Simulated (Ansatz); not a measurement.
**Ta: what symmetry allows forces and stress to be**

```
CELL_PARAMETERS angstrom
2.79199 0.00000 0.00000
-1.39599 2.41793 0.00000
0.00000 0.00000 5.28319
ATOMIC_POSITIONS crystal
Ta 0.66667 0.33333 0.76161
Ta 0.33333 0.66667 0.23839
```

Level of theory: DFT PBEsol, scalar-relativistic, plane waves, PAW (Ansatz).

Settings: cutoff 420 eV, Γ-centred mesh 15×15×8 on the computed 2-atom cell, Gaussian smearing of 0.10 eV; no spin polarisation.

This distorted cell has space group P-3m1, with 12 operations.

**Question.** Without a calculation: in which directions can each atom feel a force?

**Answer.** A force must be left unchanged by every operation that keeps its atom in place, so it lies in the space that those operations leave fixed. Atoms that the group maps onto each other feel forces of one size.
```tsv
atom	site symmetry	operations at the site	equivalent to atom	allowed force (Cartesian)
Ta1	3m.	6	1	along (0.00, 0.00, 1.00)
Ta2	3m.	6	1	along (0.00, 0.00, 1.00)
```

That leaves 1 independent force component of 6. A relaxation in this cell that keeps the symmetry moves the atoms in these directions alone.

**Question.** And the stress tensor?

**Answer.** It must be invariant under the point group, which leaves 2 independent components: yz, xz, xy vanish; xx = yy.

**Question.** Do the computed values obey this?

**Answer.** Yes. Forces (eV/Å):
```
Ta1  0.000  0.000 -1.242
Ta2  0.000  0.000  1.242
```

Stress (GPa, compression positive, xx yy zz yz xz xy): 10.38 10.38 -3.61 0.00 0.00 0.00. The program imposes the same operations on density, forces and stress, so this confirms the analysis and is no independent test of the calculation.

Spin–orbit coupling is left out, which can shift energies with elements as heavy as these.

This form isn't the element's structure at ambient conditions.